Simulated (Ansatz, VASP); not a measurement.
# HfO2 in VASP and in Ansatz

```
CELL_PARAMETERS angstrom
3.22037 0.00000 0.00000
-1.61019 2.78892 0.00000
0.00000 0.00000 5.30578
ATOMIC_POSITIONS crystal
Hf 0.00000 0.00000 0.00000
O 0.33333 0.66667 0.18178
O 0.66667 0.33333 0.81822
```

Alike in both runs: functional PBEsol; k mesh 12 × 12 × 6; occupations gaussian, width 0.05 eV; no spin polarisation.

Ansatz relaxed the structure, and its values are those at the end. VASP's run is a single point on that final structure, the one shown.

```csv
,VASP,Ansatz
version,VASP 6.6.1,Ansatz 0.2.0
potentials or method,"VASP PAW PBE potentials, release 64 (Hf_pv, O)","scalar-relativistic, plane waves, PAW"
plane-wave cutoff (eV),520,420
valence electrons in the cell,22,38
```

Ansatz gave:

- gap on the k mesh at the Fermi level (eV): 4.76
- least direct gap on the mesh (eV): 5.01
- pressure (GPa): -0.1
- rms of the force components (eV/Å): 0.000

Question: What did VASP give for the same quantities?

Answer: gap on the k mesh at the Fermi level (eV): 4.77; least direct gap on the mesh (eV): 5.03; pressure (GPa): -2.2; rms of the force components (eV/Å): 0.091.

The two sets of potentials don't hold the same shells in valence.

Caveats: the PAW data sets were made with another functional, which shifts forces and pressure a little (VASP); spin-orbit coupling is left out, which moves the levels of the heavy elements. A k mesh can miss the band edges.
